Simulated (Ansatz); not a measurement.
Crystal: SnSe2.

```
Sn Se
1.0
     3.81100    0.00000    0.00000
    -1.90550    3.30042    0.00000
     0.00000    0.00000    6.13600
Sn Se
1 2
Direct
  0.00000 0.00000 0.00000
  0.66667 0.33333 0.75100
  0.33333 0.66667 0.24900
```

Base run:

| Quantity | Value |
| --- | --- |
| Program | Ansatz 0.2.0 |
| Functional | SVWN5 |
| Potentials or basis | Ansatz PAW |
| Cutoff | 420 eV (not typed: the program's choice for these potentials) |
| k mesh | 8 × 8 × 5 |
| Occupations | fermi-dirac, width 0.05 eV |
| Spin | no spin polarisation |

Its results: band gap on the k mesh 0.67 eV, indirect (least direct gap 0.88 eV); pressure 0.7 GPa; largest force 0.471 eV/Å.

**Question.** The run is repeated on the same cell with these changes: functional from SVWN5 to r2SCAN; cutoff from 420 eV (not typed: the program's choice for these potentials) to 500 eV (not typed: the program's choice for these potentials); spin from no spin polarisation to spin-orbit coupling, no magnetisation; potential files from those of the base run to others of the same set. What comes out?

**Answer.** Band gap on the k mesh 1.05 eV, indirect (least direct gap 1.50 eV); pressure 3.6 GPa; largest force 0.518 eV/Å.

Several settings changed at once, so the effect can't be laid on one alone.

Caveats: the PAW data sets come from PBE, with cores solved anew for the run's functional, which leaves a small shift of forces and pressure; the k mesh misses the band edges, so the gap on the mesh is wider than the one along the path (some runs); spin-orbit coupling is left out, which moves the levels of the heavy elements (some runs).
